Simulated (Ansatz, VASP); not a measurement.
# YRh: VASP beside Ansatz, part 2 of 2

One calculation is typed for both programs; each brings its own data sets and cutoff. How far apart do they land? The structure shown is the end of the VASP relaxation below.

VASP 6.6.1 and Ansatz 0.2.0.

So far: The starting structure; VASP: relaxation, PBEsol.

## (3) Ansatz: single point, PBEsol

Level of this step: Ansatz beside VASP: Kohn-Sham DFT, plane waves, PBEsol (Ansatz).

Ansatz runs on its default PAW (the set named soft_2) files.

The same cell, functional, mesh and smearing now go to Ansatz, which takes its cutoff from its data sets.

input.yaml

```yaml
crystal:
  lattice:
    - [3.407, 0.0, 0.0]
    - [0.0, 4.81822561, 0.0]
    - [0.0, 0.0, 24.63645121]
  atoms:
    - { symbol: "Y", position: [0.5, 0.0, 0.30442696] }
    - { symbol: "Y", position: [0.5, 0.5, 0.40221348] }
    - { symbol: "Y", position: [0.5, 0.0, 0.5000088] }
    - { symbol: "Y", position: [0.5, 0.5, 0.59618531] }
    - { symbol: "Y", position: [0.5, 0.0, 0.69546121] }
    - { symbol: Rh, position: [0.0, 0.5, 0.30442696] }
    - { symbol: Rh, position: [0.0, 0.0, 0.40221348] }
    - { symbol: Rh, position: [0.0, 0.5, 0.49867763] }
    - { symbol: Rh, position: [0.0, 0.0, 0.59911968] }
    - { symbol: Rh, position: [0.0, 0.5, 0.68412348] }
hamiltonian:
  xc: pbesol
  pseudopotentials: { kind: paw }
kpoints:
  mp_grid: { grid: [8, 6, 1] }
scf:
  occupations: { method: methfessel_paxton, width: 0.2 }
  n_extra_bands: 6
efield:
  axis: 3
  dipole_correction: true
  ramp_width: 0.04
output:
  forces: true
  eigenvalues: true
```

On the command line:

```
ansatz run input.yaml --threads 4 --pin off --max-ram 9216MiB --backend cpu --events-out ev --progress --plain --runs-dir out
```

Numbers of over 12 decimals in the logs are rounded to 6 here.

Output:

```text
scf.n_extra_bands = 6 over 70 filled bands (N_el = 140.0): the run solves 76 bands
Engine: ansatz 0.2.0, aarch64-unknown-linux-gnu
Pseudopotentials: kind: paw
Pseudopotential: Y, paw, valence charge 11, recommended cutoff 420 eV (normal), Y.paw.azcp
Pseudopotential: Rh, paw, valence charge 17, recommended cutoff 420 eV (normal), Rh.paw.azcp
Functional definition: PBEsol
  exchange = pbesol_x
  correlation = pbesol_c
Crystal: 10 atoms, lattice volume = 404.424 Å³
Basis set: ecut = 420 eV, 7865 PW (Γ), exchange–correlation on 48×72×360 points (8 copies of the dense FFT grid, shifted against one another)
Bands: 76, of which v1, the nominal top of the filled ones, is band 70 counted from 1 (69 counted from 0)
Symmetry: 4 space group operations
Space group: Pmm2 (ITA 25), of the structure as read, at distance tolerance 7.4e-5 Å
k-points: 20 of 48
Non-local potential: Y, projectors of the file, l = 0: 3, l = 1: 2, l = 2: 2, l = 3: 1
Non-local potential: Rh, projectors of the file, l = 0: 3, l = 1: 2, l = 2: 2, l = 3: 1
PAW form: soft (Blöchl's): semilocal exchange-correlation on the pseudo side does not see the compensation charge
PAW frozen core: Y, regenerated for the run's functional, and the local potential with it (the file was generated under x = pbe(κ = 0.804, μ = 0.219515), c = pbe(β = 0.066725))
PAW frozen core: Rh, regenerated for the run's functional, and the local potential with it (the file was generated under x = pbe(κ = 0.804, μ = 0.219515), c = pbe(β = 0.066725))
PAW one-centre angular grid: Y, 590 points (default); XC on 64 Gauss nodes
PAW one-centre angular grid: Rh, 590 points (default); XC on 64 Gauss nodes
Initial density: superposition of atomic densities (neutral atoms: chi_scale 0, normalization atom), corrected by the library's trained network
Initial wavefunctions: pseudopotential atomic-orbital guess
Functional: x = pbesol(κ = 0.804, μ = 0.123457), c = pbesol(β = 0.046)
SCF iter   1: F=—  HF=-50674.008672 eV  |F-HF|=—  |Δ(HF+E_count)|=         —  Δρ=7.46e-3  dr2=3.38e-1  ethr=1.77e-3  p=0.031 e·Å  D=1.38e-2 V/Å  ΔV_dip=-0.34 eV  dr2_dipole=1.46e-2  V_vac-E_F(+/−)=3.68/4.03 eV  ⟨swp⟩=7.5  Hψ=7074  notcnv=0
efield: sawtooth ramp at fractional position 0.9799 (placed from the atoms, in the widest stretch of the axis that holds none; the zero of the levels goes with the place), width 0.0400; the density the first Hamiltonian is built on has a dipole p = 0.031 e·Å; the dipole correction subtracts the counter field D = 1.38e-2 V/Å, which shifts the + side's vacuum level by -0.34 eV against the − side's; the planar-averaged density in the ramp window peaks in size at 2.5e-5 e/Å³
preconditioner: auto → LDOS  [metal: Δε(μ)=0.020 eV  Ē_g=9.775 eV  σ=0.200 eV  W_gap=0.09  n_scr=80 (ndim 8)  ℏωp=17.5 eV  f_vac=0.462  D(μ)=7.22/eV (n_scr^D=32)  β→1.0]
SCF iter   2: F=—  HF=-50674.056716 eV  |F-HF|=—  |Δ(HF+E_count)|=   4.80e-2  S|Δr|=    0.00e0  Δρ=1.14e-2  dr2=7.12e-1  ethr=2.41e-4  p=0.033 e·Å  D=1.48e-2 V/Å  ΔV_dip=-0.36 eV  dr2_dipole=1.49e-5  V_vac-E_F(+/−)=3.66/4.02 eV  ⟨swp⟩=2.1  Hψ=3262  notcnv=0  defer=3
SCF iter   3: F=—  HF=-50673.975785 eV  |F-HF|=—  |Δ(HF+E_count)|=   8.09e-2  S|Δr|=    0.00e0  Δρ=3.18e-3  dr2=5.42e-2  ethr=2.41e-4  p=0.032 e·Å  D=1.45e-2 V/Å  ΔV_dip=-0.36 eV  dr2_dipole=9.22e-5  V_vac-E_F(+/−)=3.64/4.00 eV  ⟨swp⟩=2.0  Hψ=2055  notcnv=0  defer=3
SCF iter   4: F=—  HF=-50673.970038 eV  |F-HF|=—  |Δ(HF+E_count)|=   5.75e-3  S|Δr|=    0.00e0  Δρ=6.45e-4  dr2=2.78e-3  ethr=3.87e-5  p=0.033 e·Å  D=1.47e-2 V/Å  ΔV_dip=-0.36 eV  dr2_dipole=1.08e-5  V_vac-E_F(+/−)=3.62/3.99 eV  ⟨swp⟩=2.0  Hψ=2042  notcnv=0  defer=3
SCF iter   5: F=—  HF=-50673.969669 eV  |F-HF|=—  |Δ(HF+E_count)|=   3.69e-4  S|Δr|=    0.00e0  Δρ=1.94e-4  dr2=2.30e-4  ethr=1.99e-6  p=0.033 e·Å  D=1.49e-2 V/Å  ΔV_dip=-0.37 eV  dr2_dipole=1.09e-6  V_vac-E_F(+/−)=3.61/3.98 eV  ⟨swp⟩=2.7  Hψ=2283  notcnv=0  defer=3
SCF iter   6: F=—  HF=-50673.969670 eV  |F-HF|=—  |Δ(HF+E_count)|=   5.64e-7  S|Δr|=    0.00e0  Δρ=6.13e-5  dr2=2.75e-5  ethr=1.65e-7  p=0.034 e·Å  D=1.50e-2 V/Å  ΔV_dip=-0.37 eV  dr2_dipole=1.89e-6  V_vac-E_F(+/−)=3.60/3.97 eV  ⟨swp⟩=2.2  Hψ=2425  notcnv=0  defer=3
SCF iter   7: F=—  HF=-50673.969841 eV  |F-HF|=—  |Δ(HF+E_count)|=   1.71e-4  S|Δr|=    0.00e0  Δρ=2.92e-5  dr2=5.52e-6  ethr=1.96e-8  p=0.034 e·Å  D=1.52e-2 V/Å  ΔV_dip=-0.37 eV  dr2_dipole=2.44e-7  V_vac-E_F(+/−)=3.60/3.97 eV  ⟨swp⟩=2.0  Hψ=2176  notcnv=0
SCF iter   8: F=—  HF=-50673.969841 eV  |F-HF|=—  |Δ(HF+E_count)|=   2.87e-7  S|Δr|=    0.00e0  Δρ=1.44e-5  dr2=1.34e-6  ethr=3.94e-9  p=0.034 e·Å  D=1.53e-2 V/Å  ΔV_dip=-0.38 eV  dr2_dipole=1.97e-7  V_vac-E_F(+/−)=3.60/3.97 eV  ⟨swp⟩=2.0  Hψ=2057  notcnv=0
SCF iter   9: F=—  HF=-50673.969842 eV  |F-HF|=—  |Δ(HF+E_count)|=   1.87e-7  S|Δr|=    0.00e0  Δρ=5.01e-6  dr2=1.69e-7  ethr=9.56e-10  p=0.034 e·Å  D=1.53e-2 V/Å  ΔV_dip=-0.38 eV  dr2_dipole=1.28e-8  V_vac-E_F(+/−)=3.59/3.97 eV  ⟨swp⟩=2.0  Hψ=2077  notcnv=0
SCF iter  10: F=-50673.969842 eV  HF=-50673.969842 eV  |F-HF|=1.04e-8  |Δ(HF+E_count)|=   1.18e-7  S|Δr|=    0.00e0  Δρ=1.85e-6  dr2=2.73e-8  ethr=7.14e-11  p=0.034 e·Å  D=1.53e-2 V/Å  ΔV_dip=-0.38 eV  dr2_dipole=1.69e-9  V_vac-E_F(+/−)=3.59/3.97 eV  ⟨swp⟩=8.5  Hψ=5893  notcnv=0
SCF 1 converged in 10 iterations: F = -50673.969842 eV  dr2 = 2.73e-8
  greatest PAW one-centre occupation: 1.000 electrons in one spin orbital (limit 2), on the Rh atom at site 8 (counted from 0), in its partial waves of l = 0
SCF converged after 10 iterations
Stability not checked: this state was not tested for a lower state beside it, because cold or Methfessel-Paxton smearing, or corrected tetrahedra, fill the levels in a way that the test cannot read (fill_not_monotonic; see scf.lower_state_search)
Free energy (F): -50673.969842 eV
Harris-Foulkes:  -50673.969842 eV  (|F-HF|=1.04e-8)
Internal energy: -50673.967411 eV  (E = F + TS)
E sigma→0 (E₀):  -50673.969234 eV
Entropy (-TS):   -0.002431 eV (-0.243 meV/atom)
Fermi energy:    5.663224 eV
Step filling:    the computed levels leave a gap of 0.0105 eV = 0.1 smearing widths at the electron count; against every level under it full and every level over it empty, smearing changes F+E_penalty+E_count by +1.945 meV and its σ→0 estimate by +2.553 meV
Dipole field:    D = 0.015350 V/Å  (p = 0.034308 e·Å, saw-weighted, corrected)
Work function:   Φ+ = 3.5929 eV   Φ− = 3.9711 eV
Levels:          The Fermi level and band energies are counted from a zero that moves with the ramp; work functions are not
--- Per-component energies (eV) ---
  E_band       = -2563.869444
  E_kinetic    = 4404.442137
  E_local      = -134775.543884  (includes V_loc(G=0)·N_el)
  E_nonlocal   = 2057.872856
  E_hartree    = 64888.441052
  E_xc         = -1962.084805
  E_vxc        = -2381.123550  (∫ρ·V_xc dr)
  E_paw        = -31495.234332  (= ΣΔE_a)
  E_vpaw       = -1646.426035  (= ΣTr[D̂ρ^β])
  E_aug_tail   = 0.004234  (compensation charges beyond the density's cutoff)
  E_efield     = 0.000263  (sawtooth field / dipole correction)
  E_vefield    = 0.078196  (∫n·V_field dr)
  E_ewald      = 46206.010205
  E_core_change = 2.124862  (= ΣΔE_core)
  E_smearing   = -0.002431  (= −TS)
  E_closure    = -0.000000  (closes the sum)
  Σ components = -50673.969842   (vs F -50673.969842, Δ=0.00e0)
--- Forces (eV/Å), atoms counted from 1 ---
  atom   1  Y      0.00000000     0.00000000    -0.27973434
  atom   2  Y      0.00000000     0.00000000    -0.54089495
  atom   3  Y      0.00000000    -0.00000000    -0.00244456
  atom   4  Y     -0.00000000    -0.00000000     0.01398571
  atom   5  Y      0.00000000     0.00000000    -0.00657381
  atom   6  Rh    -0.00000000    -0.00000000     1.00526019
  atom   7  Rh     0.00000000    -0.00000000    -0.19266460
  atom   8  Rh    -0.00000000     0.00000000     0.01174059
  atom   9  Rh    -0.00000000    -0.00000000     0.00096152
  atom  10  Rh     0.00000000    -0.00000000    -0.00961252
  max |Σ_I F_I| component: 2.32e-5 eV/Å
--- Band table (eV; the first three rows and the last of 20) ---
  k-point 0: bands = [... 66 lower, 4.7042, 4.7353, 4.9859, 5.5761, 6.7884, 6.8654, 7.3549, 7.4008, ... 2 higher]
  k-point 1: bands = [... 66 lower, 4.5794, 4.7317, 4.9103, 5.6534, 6.2308, 6.5353, 7.0181, 7.0247, ... 2 higher]
  k-point 2: bands = [... 66 lower, 4.5292, 4.7413, 4.8664, 4.9965, 5.5169, 5.7288, 6.4783, 6.6457, ... 2 higher]
  k-point 19: bands = [... 66 lower, 5.7833, 5.8311, 5.9519, 6.0301, 6.0372, 6.2179, 6.6549, 7.1538, ... 2 higher]
```

Wall time 17 s (4 threads of Arm Neoverse V2, shared host); peak memory 1.2 GiB; 67 s of CPU time.

## (4) Comparison

Known differences besides the potentials themselves: the data sets hold 140 valence electrons in Ansatz (default PAW (the set named soft_2) files) and 100 in VASP; the cutoff is 420 eV in Ansatz and 300 eV in VASP (PREC = Normal); Ansatz makes its cores anew for this functional, VASP keeps those of its PBE data sets; VASP leaves aspherical gradient terms in its spheres out (LASPH is not set), Ansatz keeps them. Total energies have different zeros and are not compared.

Forces (eV/Å; atoms numbered as in POSCAR):

| atom | Ansatz x, y, z | VASP x, y, z |
| --- | --- | --- |
| Y1 | 0.000, 0.000, -0.280 | 0.000, 0.000, -0.273 |
| Y2 | 0.000, 0.000, -0.541 | 0.000, 0.000, -0.541 |
| Y3 | 0.000, 0.000, -0.002 | 0.000, 0.000, -0.004 |
| Y4 | 0.000, 0.000, 0.014 | 0.000, 0.000, 0.012 |
| Y5 | 0.000, 0.000, -0.007 | 0.000, 0.000, -0.017 |
| Rh6 | 0.000, 0.000, 1.005 | 0.000, 0.000, 1.007 |
| Rh7 | 0.000, 0.000, -0.193 | 0.000, 0.000, -0.192 |
| Rh8 | 0.000, 0.000, 0.012 | 0.000, 0.000, 0.011 |
| Rh9 | 0.000, 0.000, 0.001 | 0.000, 0.000, 0.004 |
| Rh10 | 0.000, 0.000, -0.010 | 0.000, 0.000, -0.006 |

The forces differ by 2.4 meV/Å r.m.s., which is 1.1 % of the r.m.s. force of 0.22 eV/Å (both taken over all components, held atoms included). VASP's last cycles still show a density residual of 4e-03, so its state may not be settled.

## (5) VASP: band structure, PBEsol

With cell and atoms fixed, the geometry can't cause a difference; cores, projectors, grids and the points listed under the comparison can.

INCAR

```
SYSTEM = YRh
PREC = Normal
ENCUT = 300
EDIFF = 1E-06
NELM = 120
ISMEAR = 1
SIGMA = 0.2
LREAL = .FALSE.
ALGO = Fast
GGA = PS
NBANDS = 76
LORBIT = 11
LWAVE = .TRUE.
LCHARG = .TRUE.
IDIPOL = 3
LDIPOL = .TRUE.
DIPOL = 0.5 0.5 0.499
LVHAR = .TRUE.
LVACPOTAV = .TRUE.
LELF = .TRUE.
NEDOS = 1500
```

POSCAR

```
YRh
1.0
    3.4070000000      0.0000000000      0.0000000000
    0.0000000000      4.8182256070      0.0000000000
    0.0000000000      0.0000000000     24.6364512140
Y Rh
5 5
Direct
    0.5000000000      0.0000000000      0.3044269600
    0.5000000000      0.5000000000      0.4022134800
    0.5000000000      0.0000000000      0.5000088011
    0.5000000000      0.5000000000      0.5961853118
    0.5000000000      0.0000000000      0.6954612124
    0.0000000000      0.5000000000      0.3044269600
    0.0000000000      0.0000000000      0.4022134800
    0.0000000000      0.5000000000      0.4986776333
    0.0000000000      0.0000000000      0.5991196843
    0.0000000000      0.5000000000      0.6841234813
```

KPOINTS

```
Automatic mesh
0
Gamma
8 6 1
0 0 0
```

KPOINTS_OPT

```
Line mode
14
Line-mode
Reciprocal
  0.00000000   0.00000000   0.00000000 GAMMA
  0.50000000   0.00000000   0.00000000 X

  0.50000000   0.00000000   0.00000000 X
  0.50000000   0.50000000   0.00000000 S

  0.50000000   0.50000000   0.00000000 S
  0.00000000   0.50000000   0.00000000 Y

  0.00000000   0.50000000   0.00000000 Y
  0.00000000   0.00000000   0.00000000 GAMMA

  0.00000000   0.00000000   0.00000000 GAMMA
  0.50000000   0.50000000   0.00000000 S
```

Potentials, in the order of the species: Y_sv and Rh (PBE family, release 64).

On the command line:

```
mpirun -np 2 vasp_std
```

Output:

```text
[banner, memory and clock lines left out]
running    2 mpi-ranks, on    1 nodes
[...]
[... a notice as in an earlier step ...]

 LDA part: xc-table for (Slater+PW92), standard interpolation
 POSCAR, INCAR and KPOINTS ok, starting setup
[...]
entering main loop
       N       E                     dE             d eps       ncg     rms          rms(c)
DAV:   1     0.493017566549E+03    0.49302E+03   -0.35527E+04  3392   0.803E+02
DAV:   2    -0.389442114013E+02   -0.53196E+03   -0.50181E+03  3416   0.252E+02
DAV:   3    -0.803102069268E+02   -0.41366E+02   -0.40347E+02  4704   0.501E+01
DAV:   4    -0.854026350401E+02   -0.50924E+01   -0.50461E+01  5088   0.149E+01
[...]
RMM:  21    -0.797124896703E+02   -0.69255E-03   -0.14691E-03  4897   0.886E-02    0.579E-01
RMM:  22    -0.797134771280E+02   -0.98746E-03   -0.12995E-03  4896   0.866E-02    0.508E-01
RMM:  23    -0.797124194099E+02    0.10577E-02   -0.17777E-03  5092   0.879E-02    0.387E-01
WARNING in EDDRMM: call to ZHEGV failed, returncode =   8  4     32
[...]
|     workfunction values.                                                    |
|                                                                             |

   1 F= -.79711499E+02 E0= -.79710581E+02  d E =-.275305E-02
 Start KPOINTS_OPT (optional k-point list driver)
k-point batch [1-20\70]
       N       E                     dE             ncg
DAV:   1    -0.105204623145E+05   -0.41184E+05     3272
DAV:   2    -0.206641394390E+05   -0.10144E+05     3424
DAV:   3    -0.215293681604E+05   -0.86523E+03     4672
DAV:   4    -0.216331706682E+05   -0.10380E+03     4912
[...]
DAV:   8    -0.216408631408E+05   -0.36504E-03     4480
DAV:   9    -0.216408631538E+05   -0.13009E-04     3448
DAV:  10    -0.216408631543E+05   -0.52347E-06     2464
[...]
k-point batch [61-70\70]
       N       E                     dE             ncg
DAV:   1    -0.409418270145E+04   -0.24303E+05     1664
DAV:   2    -0.916605182297E+04   -0.50719E+04     1712
DAV:   3    -0.959755339781E+04   -0.43150E+03     2296
DAV:   4    -0.965141107316E+04   -0.53858E+02     2504
[...]
DAV:   8    -0.965522110299E+04   -0.16402E-03     2264
DAV:   9    -0.965522110872E+04   -0.57250E-05     1600
DAV:  10    -0.965522110899E+04   -0.27493E-06     1248
 writing wavefunctions
```

Parts of OUTCAR (step 5):

```text
  Total       -7.8528807     -8.2104239     -2.4095338      0.0000000      0.0000000      0.0000000
  in kB      -31.1101547    -32.5266060     -9.5456649      0.0000000      0.0000000      0.0000000
  external PRESSURE =     -24.3941418 kB  Pullay stress =       0.0000000 kB

 POSITION                                       TOTAL-FORCE (eV/Angst)
 -----------------------------------------------------------------------------------
      1.70350      0.00000      7.50000         0.000000      0.000000     -0.273085
      1.70350      2.40911      9.90911         0.000000      0.000000     -0.542205
      1.70350      0.00000     12.31844         0.000000      0.000000     -0.004320
      1.70350      2.40911     14.68789         0.000000      0.000000      0.012480
      1.70350      0.00000     17.13370         0.000000      0.000000     -0.016090
      0.00000      2.40911      7.50000         0.000000      0.000000      1.006496
      0.00000      0.00000      9.90911         0.000000      0.000000     -0.193270
      0.00000      2.40911     12.28565         0.000000      0.000000      0.014075
      0.00000      0.00000     14.76018         0.000000      0.000000      0.001978
      0.00000      2.40911     16.85437         0.000000      0.000000     -0.006059
 -----------------------------------------------------------------------------------
    total drift:                                0.000000      0.000000      0.009927

  FREE ENERGIE OF THE ION-ELECTRON SYSTEM (eV)
  ---------------------------------------------------
  free  energy   TOTEN  =       -79.7114987236 eV

  energy  without entropy=      -79.7087456709  energy(sigma->0) =      -79.71058104

[... 1 part as in an earlier step ...]

[... 2 further parts left out ...]
[key lines of the parts left out:]
E-fermi :   1.2736
```

## (6) Ansatz: band structure, PBEsol

The same cell, functional, mesh and smearing now go to Ansatz, which takes its cutoff from its data sets.

input.yaml

```yaml
crystal:
  lattice:
    - [3.407, 0.0, 0.0]
    - [0.0, 4.818225607, 0.0]
    - [0.0, 0.0, 24.636451214]
  atoms:
    - { symbol: "Y", position: [0.5, 0.0, 0.30442696] }
    - { symbol: "Y", position: [0.5, 0.5, 0.40221348] }
    - { symbol: "Y", position: [0.5, 0.0, 0.5000088011] }
    - { symbol: "Y", position: [0.5, 0.5, 0.5961853118] }
    - { symbol: "Y", position: [0.5, 0.0, 0.6954612124] }
    - { symbol: Rh, position: [0.0, 0.5, 0.30442696] }
    - { symbol: Rh, position: [0.0, 0.0, 0.40221348] }
    - { symbol: Rh, position: [0.0, 0.5, 0.4986776333] }
    - { symbol: Rh, position: [0.0, 0.0, 0.5991196843] }
    - { symbol: Rh, position: [0.0, 0.5, 0.6841234813] }
hamiltonian:
  xc: pbesol
  pseudopotentials: { kind: paw }
kpoints:
  mp_grid: { grid: [8, 6, 1] }
  band_path:
    path:
      - [0.0, 0.0, 0.0]
      - [0.07692, 0.0, 0.0]
      - [0.15385, 0.0, 0.0]
      - [0.26923, 0.0, 0.0]
      - [0.34615, 0.0, 0.0]
      - [0.42308, 0.0, 0.0]
      - [0.5, 0.0, 0.0]
      - [0.5, 0.07692, 0.0]
      - [0.5, 0.19231, 0.0]
      - [0.5, 0.26923, 0.0]
      - [0.5, 0.34615, 0.0]
      - [0.5, 0.46154, 0.0]
      - [0.5, 0.5, 0.0]
      - [0.42308, 0.5, 0.0]
      - [0.30769, 0.5, 0.0]
      - [0.23077, 0.5, 0.0]
      - [0.11538, 0.5, 0.0]
      - [0.03846, 0.5, 0.0]
      - [0.0, 0.5, 0.0]
      - [0.0, 0.38462, 0.0]
      - [0.0, 0.30769, 0.0]
      - [0.0, 0.23077, 0.0]
      - [0.0, 0.11538, 0.0]
      - [0.0, 0.03846, 0.0]
      - [0.03846, 0.03846, 0.0]
      - [0.11538, 0.11538, 0.0]
      - [0.19231, 0.19231, 0.0]
      - [0.30769, 0.30769, 0.0]
      - [0.38462, 0.38462, 0.0]
      - [0.5, 0.5, 0.0]
    npoints: 1
scf:
  occupations: { method: methfessel_paxton, width: 0.2 }
  n_extra_bands: 11
efield:
  axis: 3
  dipole_correction: true
  ramp_width: 0.04
output:
  forces: true
  eigenvalues: true
```

On the command line:

```
ansatz run input.yaml --threads 4 --pin off --max-ram 9216MiB --backend cpu --events-out ev --progress --plain --runs-dir out
```

Output:

```text
[...]
Crystal: 10 atoms, lattice volume = 404.424 Å³
Basis set: ecut = 420 eV, 7865 PW (Γ), exchange–correlation on 48×72×360 points (8 copies of the dense FFT grid, shifted against one another)
Bands: 81, of which v1, the nominal top of the filled ones, is band 70 counted from 1 (69 counted from 0)
Symmetry: 4 space group operations
[...]
k-point 0: bands = [... 66 lower, 4.7042, 4.7353, 4.9859, 5.5761, 6.7884, 6.8654, 7.3548, 7.4008, ... 7 higher]
  k-point 1: bands = [... 66 lower, 4.5794, 4.7317, 4.9103, 5.6534, 6.2308, 6.5353, 7.0181, 7.0247, ... 7 higher]
  k-point 2: bands = [... 66 lower, 4.5292, 4.7413, 4.8664, 4.9965, 5.5169, 5.7288, 6.4783, 6.6457, ... 7 higher]
  k-point 19: bands = [... 66 lower, 5.7833, 5.8311, 5.9519, 6.0301, 6.0372, 6.2179, 6.6549, 7.1538, ... 7 higher]
[key lines of the parts left out:]
SCF converged after 10 iterations
Free energy (F): -50673.969842 eV
Fermi energy:    5.663219 eV
Dipole field:    D = 0.015352 V/Å  (p = 0.034312 e·Å, saw-weighted, corrected)
Work function:   Φ+ = 3.5929 eV   Φ− = 3.9711 eV
```

The job ended after 31 s (4 threads; peak memory 1.3 GiB).

## (7) Differences

Both answers:

| quantity | Ansatz | VASP | difference |
| --- | --- | --- | --- |
| work function, lower of the two faces (eV) | 3.59 | 3.59 | 0.00 |
| work function, higher of the two faces (eV) | 3.97 | 3.97 | 0.00 |

Forces (eV/Å; atoms numbered as in POSCAR):

| atom | Ansatz x, y, z | VASP x, y, z |
| --- | --- | --- |
| Y1 | 0.000, 0.000, -0.280 | 0.000, 0.000, -0.273 |
| Y2 | 0.000, 0.000, -0.541 | 0.000, 0.000, -0.542 |
| Y3 | 0.000, 0.000, -0.002 | 0.000, 0.000, -0.004 |
| Y4 | 0.000, 0.000, 0.014 | 0.000, 0.000, 0.012 |
| Y5 | 0.000, 0.000, -0.007 | 0.000, 0.000, -0.016 |
| Rh6 | 0.000, 0.000, 1.005 | 0.000, 0.000, 1.006 |
| Rh7 | 0.000, 0.000, -0.193 | 0.000, 0.000, -0.193 |
| Rh8 | 0.000, 0.000, 0.012 | 0.000, 0.000, 0.014 |
| Rh9 | 0.000, 0.000, 0.001 | 0.000, 0.000, 0.002 |
| Rh10 | 0.000, 0.000, -0.010 | 0.000, 0.000, -0.006 |

The forces differ by 2.3 meV/Å r.m.s., which is 1.1 % of the r.m.s. force of 0.22 eV/Å (both taken over all components). Levels from 3 eV below to 2 eV above the Fermi level differ by 5 meV r.m.s. and 15 meV at most; each VASP level is matched to the nearest of Ansatz, which flatters the figure a little. VASP's log warns that it found no field-free region in the vacuum, so its work functions are uncertain.

## (8) Outcome

```
r.m.s. force difference (single point, PBEsol)                            : 1.1 % of the r.m.s. force
r.m.s. difference of levels near the Fermi level (band structure, PBEsol) : 4.6 meV
```

What this shows: The r.m.s. force difference is 1.1 % of the r.m.s. force (single point, PBEsol), within the 3 % picked in this series as the mark of a large difference. Such differences can come from data sets, numerical settings and the points named under the comparisons, not from the functional's error against experiment.

[Lines on the potential files, build, host, timing and source positions are cut from VASP's logs without a mark.]

[Logs are printed without paths, hosts, clocks, repeated set-up lines and the standing remarks that a program may print on its own settings, such as how far it seeks lower states.]

[Hosts, paths, dates, database ids (printed as entryN), source tags and the programs' standing remarks are cut or masked in the printed files.]
